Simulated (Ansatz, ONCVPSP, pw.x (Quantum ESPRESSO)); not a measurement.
pw.x on fcc Nb: one setting changed

Potential: optimised norm-conserving Vanderbilt (ONCV), ONCVPSP 4.0.1, PBE; core [Ar] 3d10, reference 4s2 4p6 4d4 5s1; waves: 4s+5s: rc 2.05 bohr, ncon 3, nbas 8, qcut 6 1/bohr, 2 projectors; 4p: rc 1.90 bohr, ncon 4, nbas 7, qcut 6.2 1/bohr, 2 projectors, debl 1.9 Ha; 4d: rc 2.15 bohr, ncon 3, nbas 8, qcut 8.1 1/bohr, 1 projector; local part: polynomial inside 1.60 bohr (lpopt 4, dvloc0 8.5 Ha); core correction: none.

The reference run (k-mesh 13³, cutoffs 50/200 Ry, Fermi–Dirac 0.01 Ry, mixing_beta 0.4, conv_thr 1e-9, no spin) gives 1.47 GPa at 18.774 Å³/atom, where all-electron LAPW gives 0.27 GPa. This run, with its own iteration cap, changes degauss to 0.002.

```
&control
  calculation='scf', prefix='x', pseudo_dir='./', outdir='./tmp', tstress=.true., disk_io='none'
/
&system
  ibrav=0, nat=1, ntyp=1, ecutwfc=50, ecutrho=200, nbnd=14,
  occupations='smearing', smearing='fd', degauss=0.002
/
&electrons
  conv_thr=1e-09, mixing_beta=0.4, electron_maxstep=70
/
ATOMIC_SPECIES
Nb 1.0 Nb.UPF
CELL_PARAMETERS angstrom
  0.00000000 2.10948094 2.10948094
  2.10948094 0.00000000 2.10948094
  2.10948094 2.10948094 0.00000000
ATOMIC_POSITIONS crystal
Nb 0.0000 0.0000 0.0000
K_POINTS automatic
13 13 13 0 0 0
```

```bash
pw.x < Nb.scf.in > Nb.scf.out
```

Q: How does the run end?

A: It converges in 8 iterations; the free energy moves by +45.9 meV/atom and the pressure by -0.17 GPa. In a metal, with Fermi–Dirac smearing, F lies below its zero-width value by a term in the square of the width.

```
Message from routine setup:
     using ibrav=0 with symmetry is DISCOURAGED, use correct ibrav instead
     lattice parameter (alat)  =       5.6375  a.u.
     unit-cell volume          =     126.6932 (a.u.)^3
     number of electrons       =        13.00
     number of Kohn-Sham states=           14
     kinetic-energy cutoff     =      50.0000  Ry
     charge density cutoff     =     200.0000  Ry
     scf convergence threshold =      1.0E-09
     Exchange-correlation= PBE
     number of k points=    84  Fermi-Dirac smearing, width (Ry)=  0.0020
     iteration #  1     ecut=    50.00 Ry     beta= 0.40
     total energy              =    -115.07161577 Ry
     estimated scf accuracy    <       0.09842971 Ry
     iteration #  2     ecut=    50.00 Ry     beta= 0.40
     total energy              =    -115.07455983 Ry
     estimated scf accuracy    <       0.01241029 Ry
     iteration #  3     ecut=    50.00 Ry     beta= 0.40
     total energy              =    -115.07590416 Ry
     estimated scf accuracy    <       0.00082146 Ry
     iteration #  4     ecut=    50.00 Ry     beta= 0.40
     total energy              =    -115.07594152 Ry
     estimated scf accuracy    <       0.00001911 Ry
     iteration #  5     ecut=    50.00 Ry     beta= 0.40
     total energy              =    -115.07594673 Ry
     estimated scf accuracy    <       0.00000109 Ry
     iteration #  6     ecut=    50.00 Ry     beta= 0.40
     total energy              =    -115.07594691 Ry
     estimated scf accuracy    <          9.9E-09 Ry
     iteration #  7     ecut=    50.00 Ry     beta= 0.40
     total energy              =    -115.07594691 Ry
     estimated scf accuracy    <       0.00000002 Ry
     iteration #  8     ecut=    50.00 Ry     beta= 0.40
     the Fermi energy is    17.2891 ev
!    total energy              =    -115.07594692 Ry
     estimated scf accuracy    <          8.4E-11 Ry
     smearing contrib. (-TS)   =      -0.00030348 Ry
     The total energy is F=E-TS. E is the sum of the following terms:
     one-electron contribution =     -20.50927027 Ry
     hartree contribution      =      16.30950037 Ry
     xc contribution           =     -13.68879844 Ry
     ewald contribution        =     -97.18707509 Ry
     convergence has been achieved in   8 iterations
          total   stress  (Ry/bohr**3)                   (kbar)     P=       13.02
     Message from routine punch:
     Nothing written, as per user request (disk_io='none')
```

The run took about 6.2 s on one core of a shared server CPU.
